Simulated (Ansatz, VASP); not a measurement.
# GaSb: VASP beside Ansatz

Wanted: the spread between two codes on one cell, functional and k mesh. The cell is taken from a series of runs on this material, whose earlier steps may have relaxed, scaled, displaced or heated it; both programs get it as it stands.

Method: plane waves, with VASP 6.6.1 beside it; zone-centre phonons at PBEsol, in Ansatz 0.2.0.

## 1. The structure

Symmetry: R3m, No. 160, trigonal system. Conventional cell: a = 4.149 Å, b = 4.149 Å, c = 10.805 Å, α = 90.00°, β = 90.00°, γ = 120.00°. Nearest to Ga lie 4 Sb at 2.58 to 2.63 Å. Nearest to Sb lie 4 Ga at 2.58 to 2.63 Å. Farther neighbours are not listed.

Structure file:

```cif
data_structure
_symmetry_space_group_name_H-M 'R3m:H'
_symmetry_Int_Tables_number 160
_cell_length_a 4.1486
_cell_length_b 4.1486
_cell_length_c 10.8049
_cell_angle_alpha 90.000
_cell_angle_beta 90.000
_cell_angle_gamma 120.000
_cell_volume 161.05
loop_
_atom_site_label
_atom_site_type_symbol
_atom_site_symmetry_multiplicity
_atom_site_Wyckoff_symbol
_atom_site_fract_x
_atom_site_fract_y
_atom_site_fract_z
_atom_site_occupancy
Ga1 Ga 3 a 0.00000 0.00000 0.00318 1
Sb1 Sb 3 a 0.00000 0.00000 0.24682 1
```

## 2. VASP: zone-centre phonons, PBEsol

Second derivatives magnify differences that forces hide, and they need a tight electronic threshold.

Lines of VASP's logs that name or quote its potential files are left out, and so is its time.

Input file INCAR:

```
SYSTEM = GaSb
PREC = Accurate
ENCUT = 500
EDIFF = 1E-08
NELM = 120
ISMEAR = 1
SIGMA = 0.2
LREAL = .FALSE.
ALGO = Normal
GGA = PS
NBANDS = 15
LORBIT = 11
LWAVE = .FALSE.
LCHARG = .FALSE.
ISIF = 2
IBRION = 8
LASPH = .TRUE.
GGA_COMPAT = .FALSE.
KPAR = 2
```

Input file POSCAR:

```
GaSb
1.0
    0.1237077939      3.0572453752      3.0572453752
    3.0572453752      0.1237077939      3.0572453752
    3.0572453752      3.0572453752      0.1237077939
Ga Sb
1 1
Direct
    0.9968191340      0.9968191340      0.9968191340
    0.7531808660      0.7531808660      0.7531808660
```

Input file KPOINTS:

```
Automatic mesh
0
Gamma
12 12 12
0 0 0
```

Potentials, in the order of the species: Ga_d and Sb (PBE family, release 64).

On the command line:

```console
$ mpirun -np 2 vasp_std
```

Numbers of over 12 decimals in the logs are rounded to 6 here.

The program printed:

```text
[banner, memory and clock lines left out]
running    2 mpi-ranks, on    1 nodes
 distrk:  each k-point on    1 cores,    2 groups
 distr:  one band on    1 cores,    1 groups

 POSCAR found type information on POSCAR GaSb
 POSCAR found :  2 types and       2 ions
|                                                                             |
|               ----> ADVICE to this user running VASP <----                  |
|                                                                             |
|     You enforced a specific xc type in the INCAR file but a different       |
|     [... a line on the potential file left out ...]
|     I HOPE YOU KNOW WHAT YOU ARE DOING!                                     |
|                                                                             |

 LDA part: xc-table for (Slater+PW92), standard interpolation
 POSCAR, INCAR and KPOINTS ok, starting setup
 FFT: planning ... GRIDC
 FFT: planning ... GRID_SOFT
 FFT: planning ... GRID
 WAVECAR not read
 entering main loop
       N       E                     dE             d eps       ncg     rms          rms(c)
DAV:   1     0.807255803777E+02    0.80726E+02   -0.85294E+03  5726   0.148E+03
DAV:   2    -0.199733764540E+01   -0.82723E+02   -0.79880E+02  6496   0.305E+02
DAV:   3    -0.808943105285E+01   -0.60921E+01   -0.60721E+01  6755   0.677E+01
DAV:   4    -0.819556193303E+01   -0.10613E+00   -0.10611E+00  7088   0.101E+01
DAV:   5    -0.819808239492E+01   -0.25205E-02   -0.25204E-02  7232   0.136E+00    0.339E+00
DAV:   6    -0.811026502811E+01    0.87817E-01   -0.93027E-02  7544   0.554E+00    0.200E+00
DAV:   7    -0.807889190652E+01    0.31373E-01   -0.57280E-02  6923   0.220E+00    0.377E-01
DAV:   8    -0.807905272181E+01   -0.16082E-03   -0.61626E-03  7344   0.968E-01    0.130E-01
DAV:   9    -0.807929138477E+01   -0.23866E-03   -0.52288E-04  6482   0.189E-01    0.393E-02
DAV:  10    -0.807928188071E+01    0.95041E-05   -0.32365E-05  7422   0.488E-02    0.103E-02
DAV:  11    -0.807929213422E+01   -0.10254E-04   -0.12068E-05  6524   0.229E-02    0.463E-03
DAV:  12    -0.807929226016E+01   -0.12594E-06   -0.44471E-07  7413   0.515E-03    0.186E-03
DAV:  13    -0.807929220205E+01    0.58115E-07   -0.58341E-08  6624   0.191E-03    0.369E-04
DAV:  14    -0.807929222607E+01   -0.24019E-07   -0.35013E-09  5761   0.639E-04    0.127E-04
DAV:  15    -0.807929223465E+01   -0.85852E-08   -0.84873E-10  4116   0.362E-04
   1 F= -.80792922E+01 E0= -.80793247E+01  d E =0.975044E-04
 Linear response reoptimize wavefunctions to high precision
DAV:   1    -0.807929223661E+01   -0.19568E-08   -0.15831E-10  4711   0.122E-04
DAV:   2    -0.807929223660E+01    0.68212E-11   -0.34906E-11  3647   0.596E-05
 Linear response DOF=           2
 Linear response progress:
  Degree of freedom:   1/  2
       N       E                     dE             d eps       ncg     rms          rms(c)
RMM:   1    -0.166169939854E+00   -0.16617E+00    0.80222E-02 17829   0.823E+00
RMM:   2    -0.164879465375E+00    0.12905E-02   -0.28350E-02 27159   0.138E+00    0.408E-02
RMM:   3    -0.164939585686E+00   -0.60120E-04   -0.34005E-03 28233   0.426E-01    0.289E-02
RMM:   4    -0.164855563827E+00    0.84022E-04   -0.15659E-03 30526   0.196E-01    0.131E-02
RMM:   5    -0.164853695410E+00    0.18684E-05   -0.75038E-05 29750   0.510E-02    0.504E-03
RMM:   6    -0.164865256053E+00   -0.11561E-04   -0.10683E-05 29593   0.205E-02    0.416E-04
RMM:   7    -0.164861869398E+00    0.33867E-05   -0.18842E-06 29213   0.883E-03    0.443E-04
RMM:   8    -0.164862214947E+00   -0.34555E-06   -0.16481E-06 28666   0.410E-03    0.146E-04
RMM:   9    -0.164863329222E+00   -0.11143E-05    0.71328E-07 29338   0.189E-03    0.409E-05
RMM:  10    -0.164864145532E+00   -0.81631E-06   -0.25370E-07 29651   0.923E-04    0.197E-05
RMM:  11    -0.164864143353E+00    0.21790E-08    0.10547E-07 29557   0.443E-04    0.734E-06
RMM:  12    -0.164864060742E+00    0.82610E-07   -0.85584E-08 28755   0.224E-04    0.113E-05
RMM:  13    -0.164864178112E+00   -0.11737E-06    0.87454E-08 29535   0.119E-04    0.305E-06
RMM:  14    -0.164864145063E+00    0.33049E-07   -0.83037E-09 28605   0.651E-05    0.358E-06
RMM:  15    -0.164864157368E+00   -0.12305E-07    0.14309E-08 29040   0.389E-05    0.160E-06
RMM:  16    -0.164864163559E+00   -0.61910E-08    0.15189E-08 26797   0.262E-05    0.113E-06
 first order change of Fermi-energy  -0.41647E+00
 force on displaced ion       1 direction 1 :  -9.017   0.173   0.173
 Linear response progress:
  Degree of freedom:   2/  2
       N       E                     dE             d eps       ncg     rms          rms(c)
RMM:   1    -0.286079647036E-01   -0.28608E-01    0.62156E-05 28724   0.144E+00
RMM:   2    -0.255594184623E-01    0.30485E-02   -0.38934E-03 26141   0.415E-01    0.690E-02
RMM:   3    -0.255235609628E-01    0.35857E-04   -0.21742E-04 28712   0.110E-01    0.370E-02
RMM:   4    -0.255908139601E-01   -0.67253E-04   -0.35350E-05 28984   0.469E-02    0.477E-03
RMM:   5    -0.256042049934E-01   -0.13391E-04   -0.54727E-06 29973   0.165E-02    0.287E-03
RMM:   6    -0.255974329847E-01    0.67720E-05   -0.15573E-06 29221   0.584E-03    0.119E-03
RMM:   7    -0.255954187540E-01    0.20142E-05   -0.82920E-08 28140   0.193E-03    0.225E-04
RMM:   8    -0.255949093579E-01    0.50940E-06   -0.36514E-08 30103   0.734E-04    0.954E-05
RMM:   9    -0.255947543822E-01    0.15498E-06    0.36733E-09 29754   0.256E-04    0.238E-05
RMM:  10    -0.255947413108E-01    0.13071E-07   -0.57955E-09 28729   0.912E-05    0.562E-06
RMM:  11    -0.255947492767E-01   -0.79659E-08    0.28744E-10 29189   0.365E-05    0.238E-06
 first order change of Fermi-energy   0.41681E+00
 force on displaced ion       2 direction 1 :  -9.020   0.164   0.164
 Linear response finished
```

Parts of OUTCAR (step 2):

```text
ion  position               nearest neighbor table
   1  0.997  0.997  0.997-   2 2.58   2 2.58   2 2.58   2 2.63
   2  0.753  0.753  0.753-   1 2.58   1 2.58   1 2.58   1 2.63

  LATTYP: Found a trigonal (rhomboedric) cell.
 ALAT       =     4.3253672892
 COS(alpha) =     0.5400217152

 Subroutine GETGRP returns: Found  6 space group operations
 (whereof  6 operations were pure point group operations)

The static configuration has the point symmetry C_3v.

 Found    189 irreducible k-points:

   k-points           NKPTS =    189   k-points in BZ     NKDIM =    189   number of bands    NBANDS=     15

   dimension x,y,z NGX =    32 NGY =   32 NGZ =   32
   dimension x,y,z NGXF=    64 NGYF=   64 NGZF=   64

   ENCUT  =  500.0 eV  36.75 Ry    6.06 a.u.   7.89  7.89  7.89*2*pi/ulx,y,z

   NELECT =      18.0000    total number of electrons

 k-points in reciprocal lattice and weights: Automatic mesh
   0.00000000  0.00000000  0.00000000       0.001
   0.08333333 -0.00000000 -0.00000000       0.003
   0.16666667 -0.00000000 -0.00000000       0.003
   0.25000000  0.00000000  0.00000000       0.003
   0.33333333 -0.00000000 -0.00000000       0.003
   0.41666667  0.00000000  0.00000000       0.003
   0.50000000  0.00000000  0.00000000       0.002
   0.08333333  0.08333333 -0.00000000       0.003
   0.16666667  0.08333333 -0.00000000       0.007
[...]
-0.41666667  0.50000000  0.41666667       0.003
   0.50000000  0.50000000  0.50000000       0.001

 average (electrostatic) potential at core
       1 -64.9830       2 -86.8782

  Total        1.2615714      1.2615714      1.2615714     -0.6108898     -0.6108898     -0.6108898
  in kB       37.6512938     37.6512938     37.6512938    -18.2318586    -18.2318586    -18.2318586
  external PRESSURE =      37.6512938 kB  Pullay stress =       0.0000000 kB

  energy-cutoff  :      500.00
  volume of cell :       53.68
      direct lattice vectors                 reciprocal lattice vectors
     0.123707794  3.057245375  3.057245375    -0.173822674  0.167062681  0.167062681
     3.057245375  0.123707794  3.057245375     0.167062681 -0.173822674  0.167062681
     3.057245375  3.057245375  0.123707794     0.167062681  0.167062681 -0.173822674

 POSITION                                       TOTAL-FORCE (eV/Angst)
 -----------------------------------------------------------------------------------
      6.21836      6.21836      6.21836        -0.000112     -0.000112     -0.000112
      4.69849      4.69849      4.69849         0.000112      0.000112      0.000112
 -----------------------------------------------------------------------------------
    total drift:                                0.000280      0.000280      0.000280

 Eigenvectors and eigenvalues of the dynamical matrix
 ----------------------------------------------------

   1 f  =    7.116873 THz    44.716631 2PiTHz  237.393328 cm-1    29.433008 meV
             X         Y         Z           dx          dy          dz
      6.218356  6.218356  6.218356     0.375181    0.273320   -0.648501
      4.698492  4.698492  4.698492    -0.283821   -0.206765    0.490586

   2 f  =    7.116873 THz    44.716631 2PiTHz  237.393328 cm-1    29.433008 meV
             X         Y         Z           dx          dy          dz
      6.218356  6.218356  6.218356     0.532214   -0.591023    0.058809
      4.698492  4.698492  4.698492    -0.402616    0.447105   -0.044489

   3 f  =    6.916892 THz    43.460111 2PiTHz  230.722666 cm-1    28.605952 meV
             X         Y         Z           dx          dy          dz
      6.218356  6.218356  6.218356     0.460192    0.460192    0.460192
      4.698492  4.698492  4.698492    -0.348650   -0.348650   -0.348650

   4 f/i=    0.001175 THz     0.007382 2PiTHz    0.039188 cm-1     0.004859 meV
             X         Y         Z           dx          dy          dz
      6.218356  6.218356  6.218356     0.222277    0.269565   -0.491842
      4.698492  4.698492  4.698492     0.293826    0.356335   -0.650162

   5 f/i=    0.001175 THz     0.007382 2PiTHz    0.039188 cm-1     0.004859 meV
             X         Y         Z           dx          dy          dz
      6.218356  6.218356  6.218356     0.439599   -0.412297   -0.027301
      4.698492  4.698492  4.698492     0.581101   -0.545012   -0.036089

   6 f/i=    0.003808 THz     0.023924 2PiTHz    0.127011 cm-1     0.015747 meV
             X         Y         Z           dx          dy          dz
      6.218356  6.218356  6.218356     0.348650    0.348650    0.348650
      4.698492  4.698492  4.698492     0.460192    0.460192    0.460192

 ELASTIC MODULI CONTR FROM IONIC RELAXATION (kBar)
 Direction    XX          YY          ZZ          XY          YZ          ZX
 --------------------------------------------------------------------------------
 XX          -6.6475     -5.5759     -5.5759     12.9569     32.1011     14.1693
 YY          -5.5759     -6.6475     -5.5759     14.1693     12.9569     32.1011
 ZZ          -5.5759     -5.5759     -6.6475     32.1011     14.1693     12.9569
 XY          12.9569     14.1693     32.1011   -280.1853     41.5529     41.5529
 YZ          32.1011     12.9569     14.1693     41.5529   -280.1853     41.5529
 ZX          14.1693     32.1011     12.9569     41.5529     41.5529   -280.1853
 --------------------------------------------------------------------------------
```

The gap is under twice the smearing width, so the edge states are partly filled and the run can't tell a small gap from a semimetal. Methfessel-Paxton smearing is not meant for a cell with a gap.

(Part 1 of 2 ends here.)

[Lines on the potential files, build, host, timing and source positions are cut from VASP's logs without a mark.]

[Logs are printed without paths, hosts, clocks, repeated set-up lines and the standing remarks that a program may print on its own settings, such as how far it seeks lower states.]

[Hosts, paths, dates, database ids (printed as entryN), source tags and the programs' standing remarks are cut or masked in the printed files.]
